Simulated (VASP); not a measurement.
# HgSe (nc) (F-43m) in VASP: notebook, part 2 of 2

VASP 6.6.1.

**3. Relaxation of cell and atoms, PBE**

File INCAR:

```
SYSTEM = HgSe
PREC     = Accurate       ! precision mode
ENCUT    = 600            ! plane-wave cutoff, eV
EDIFF    = 1E-6           ! SCF threshold, eV
ISMEAR   = 0              ! smearing method
SIGMA    = 0.1            ! smearing width, eV
LREAL    = .FALSE.        ! projectors in reciprocal space
LASPH    = .TRUE.         ! aspherical terms in the spheres
NELM     = 100            ! most SCF steps
ALGO     = Normal         ! electronic algorithm
ISIF     = 3              ! what is computed and relaxed
LWAVE    = .FALSE.        ! write WAVECAR
LCHARG   = .FALSE.        ! write CHGCAR
GGA      = PE             ! functional
IBRION   = 2              ! ionic algorithm
NSW      = 100            ! ionic steps
EDIFFG   = -0.002         ! ionic threshold
```

File KPOINTS:

```
Automatic mesh
0
G
  12 12 12
  0 0 0
```

File POSCAR:

```
HgSe
1.0
    0.0000000000      3.1301135269      3.1301135269
    3.1301135269      0.0000000000      3.1301135269
    3.1301135269      3.1301135269      0.0000000000
Hg Se
1 1
Direct
    0.0000000000      0.0000000000      0.0000000000
    0.2500000000      0.2500000000      0.2500000000
```

Potentials or basis: VASP PAW PBE potentials, release 64 (Hg, Se).

Run with:

```bash
cat potpaw_PBE.64/Hg/POTCAR potpaw_PBE.64/Se/POTCAR > POTCAR
mpirun -np 1 vasp_std > vasp.out
```

OUTCAR:

```text
SYSTEM = HgSe
   PREC = Accurate
   ENCUT = 600
   EDIFF = 1E-6
   ISMEAR = 0
   LREAL = .FALSE.
   LASPH = .TRUE.
   NELM = 100
   ISIF = 3
   GGA = PE
   IBRION = 2
   NSW = 100
   EDIFFG = -0.002

 ion  position               nearest neighbor table
   1  0.000  0.000  0.000-   2 2.71   2 2.71   2 2.71   2 2.71
   2  0.250  0.250  0.250-   1 2.71   1 2.71   1 2.71   1 2.71

  LATTYP: Found a face centered cubic cell.
 ALAT       =     6.2602270538

  Lattice vectors:

 A1 = (   0.0000000000,   3.1301135269,   3.1301135269)
 A2 = (   3.1301135269,   0.0000000000,   3.1301135269)
 A3 = (   3.1301135269,   3.1301135269,   0.0000000000)

Analysis of symmetry for initial positions (statically):
=====================================================================
 Subroutine PRICEL returns:
 Original cell was already a primitive cell.

 Routine SETGRP: Setting up the symmetry group for a
 face centered cubic supercell.

 Subroutine GETGRP returns: Found 24 space group operations
 (whereof 24 operations were pure point group operations)
 out of a pool of 48 trial point group operations.

The static configuration has the point symmetry T_d .

Analysis of symmetry for dynamics (positions and initial velocities):
=====================================================================
[... 269 lines left out ...]

 Free energy of the ion-electron system (eV)
  ---------------------------------------------------
  ext. energy  EPLUGINS =         0.00000000
  ---------------------------------------------------
  free energy    TOTEN  =        -4.08950422 eV

  energy without entropy =       -4.08933581  energy(sigma->0) =       -4.08942001

 E-fermi :   0.9904     XC(G=0):  -8.6269

 val. band max:        0.9150542411   @ k =   0.0000   0.0000   0.0000
 cond. band min:       1.2347812080   @ k =   0.0833   0.0000   0.0000
 fundamental gap:      0.3197269669
 Fermi energy:         0.9903940318

 k-point     1 :       0.0000    0.0000    0.0000
  band No.  band energies     occupation
      1     -11.9470      2.00000
      2      -5.7492      2.00000
      3      -5.7492      2.00000
      4      -5.7492      2.00000
      5      -5.1519      2.00000
      6      -5.1519      2.00000
      7      -0.1335      2.00000
      8       0.9151      1.71333
      9       0.9151      1.71333
     10       0.9151      1.71333
     11       6.5081      0.00000
     12       6.5081      0.00000
     13       6.5081      0.00000
[... 354 lines left out ...]
  band No.  band energies     occupation
      1     -11.5275      2.00000
      2      -5.5824      2.00000
      3      -5.5515      2.00000
      4      -5.1631      2.00000
      5      -5.1275      2.00000
      6      -4.8784      2.00000
      7      -3.8416      2.00000
      8      -0.8451      2.00000
      9      -0.0931      2.00000
     10       2.9949      0.00000
     11       6.4824      0.00000
     12       7.6470      0.00000
     13       7.6762      0.00000

 [... further k-points ...]

------------------------ aborting loop because EDIFF is reached ----------------------------------------

  FORCE on cell =-STRESS in cart. coord.  units (eV):
  Direction    XX          YY          ZZ          XY          YZ          ZX
  --------------------------------------------------------------------------------------
  -------------------------------------------------------------------------------------
  Total        0.0033398      0.0033398      0.0033398     -0.0000000      0.0000000      0.0000000
  in kB        0.0868693      0.0868693      0.0868693     -0.0000000      0.0000000      0.0000000
  external PRESSURE =       0.0868693 kB  Pullay stress =       0.0000000 kB
[... 17 lines left out ...]
  FREE ENERGIE OF THE ION-ELECTRON SYSTEM (eV)
  ---------------------------------------------------
  free  energy   TOTEN  =        -4.0895042161 eV

  energy  without entropy=       -4.0893358063  energy(sigma->0) =       -4.08942001

 reached required accuracy - stopping structural energy minimisation
```

CONTCAR:

```text
HgSe
   1.00000000000000
    -0.0000000000000000    3.1345754861667818    3.1345754861667818
     3.1345754861667818    0.0000000000000000    3.1345754861667818
     3.1345754861667818    3.1345754861667818   -0.0000000000000000
  Hg              Se
     1     1
Direct
     0.0000000000000000    0.0000000000000000    0.0000000000000000
     0.2500000000000000    0.2500000000000000    0.2500000000000000

  0.00000000E+00  0.00000000E+00  0.00000000E+00
  0.00000000E+00  0.00000000E+00  0.00000000E+00
```

It took 57 s on 1 thread of Intel Xeon 6975P-C (Granite Rapids), shared host; peak memory 0.25 GiB.

Results:

| Quantity | Value |
| --- | --- |
| Free energy | -4.0895 eV |
| Relaxed volume | 30.80 Å³/atom |
| Relaxed cell | a = 4.433 Å, b = 4.433 Å, c = 4.433 Å, α = 60.00°, β = 60.00°, γ = 60.00° |
| Space group after relaxing (to 0.05 Å) | F-43m (No. 216) |
| Energy gained by relaxing | 0.1 meV/atom |
| Ionic steps | 4 |
| Pressure after relaxing | 0.0 GPa |
| Band gap on the k mesh | none (metal or under the smearing width) |

The path:
```
step  energy change (eV)  largest force (eV/Å)  pressure (GPa)  volume (Å³)
   1              0.0000                0.0000            0.22        61.34
   2             -0.0002                0.0000           -0.04        61.71
   3             -0.0002                0.0000           -0.03        61.64
   4             -0.0002                0.0000            0.01        61.60
```

Final structure:
```
Hg Se
1.0
     0.00000    3.13458    3.13458
     3.13458    0.00000    3.13458
     3.13458    3.13458    0.00000
Hg Se
1 1
Direct
  0.00000 0.00000 0.00000
  0.25000 0.25000 0.25000
```

Levels at points of the mesh, in eV from the Fermi level:
| k point | band 5 | band 6 | band 7 | band 8 | band 9 | band 10 | band 11 | band 12 | band 13 |
| --- | --- | --- | --- | --- | --- | --- | --- | --- | --- |
| (0.00, 0.00, 0.00) | -6.14 | -6.14 | -1.12 | -0.08 | -0.08 | -0.08 | 5.52 | 5.52 | 5.52 |
| (0.50, 0.00, 0.00) | -6.11 | -5.89 | -4.98 | -0.89 | -0.89 | 1.02 | 6.21 | 6.21 | 6.72 |
| (0.50, 0.50, 0.00) | -6.05 | -5.85 | -4.73 | -2.01 | -2.01 | 2.60 | 3.13 | 8.20 | 9.34 |
